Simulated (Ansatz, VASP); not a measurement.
One calculation of SiC, two programs

INCAR

```
SYSTEM = SiC
ALGO = Normal
EDIFF = 1E-6
ENCUT = 520
GGA = PE
ISIF = 2
ISMEAR = 0
LASPH = .True.
LCHARG = .False.
LREAL = .False.
LWAVE = .False.
NBANDS = 11
NELM = 100
PREC = Accurate
SIGMA = 0.05
```

KPOINTS

```
k-points
0
Gamma
  12 12 12
  0 0 0
```

The input POSCAR:

```
SiC
1.0
   -0.0652200000      2.1740000000      2.1740000000
    2.1087800000      0.0000000000      2.1087800000
    2.1740000000      2.1740000000     -0.0652200000
Si C
1 1
Direct
    0.0000000000      0.0000000000      0.0000000000
    0.7500000000      0.7500000000      0.7500000000
```

Input for Ansatz:

```yaml
crystal:
  lattice:
    - [-0.06522, 2.174, 2.174]
    - [2.10878, 0.0, 2.10878]
    - [2.174, 2.174, -0.06522]
  atoms:
    - { symbol: Si, position: [0.0, 0.0, 0.0] }
    - { symbol: C, position: [0.75, 0.75, 0.75] }
basis:
  ecutwfc: 420
kpoints:
  mp_grid: { grid: [12, 12, 12] }
hamiltonian:
  xc: pbe
scf:
  occupations: { method: gaussian, width: 0.05 }
output:
  forces: true
  stress: true
  eigenvalues: true
  write_density: true
  write_potential: true
  elf: true
  volumetric_format: npy
```

Change from the starting cell: strain -0.0600 x Voigt [0, 0, 0, 0, 1, 0], atoms carried along.

Alike in both runs: task single point; functional PBE; k mesh 12 × 12 × 12; occupations gaussian, width 0.05 eV; no spin polarisation.

|  | VASP | Ansatz |
| --- | --- | --- |
| version | VASP 6.6.1 | Ansatz 0.2.0 |
| potentials or method | VASP PAW PBE potentials, release 64 (Si, C) | scalar-relativistic, plane waves, PAW |
| plane-wave cutoff (eV) | 520 | 420 |
| valence electrons in the cell | 8 | 8 |

Ansatz gave:

* gap on the k mesh at the Fermi level (eV): 1.04
* least direct gap on the mesh (eV): 3.94
* pressure (GPa): 5.9
* largest component of the traceless stress (GPa): 16.80
* rms of the force components (eV/Å): 0.306

**Question.** What did VASP give for the same quantities?

**Answer.** gap on the k mesh at the Fermi level (eV): 1.03; least direct gap on the mesh (eV): 3.93; pressure (GPa): 5.8; largest component of the traceless stress (GPa): 16.86; rms of the force components (eV/Å): 0.306.

Atom by atom the forces differ by 0.001 eV/Å (rms over components).

A k mesh can miss the band edges.
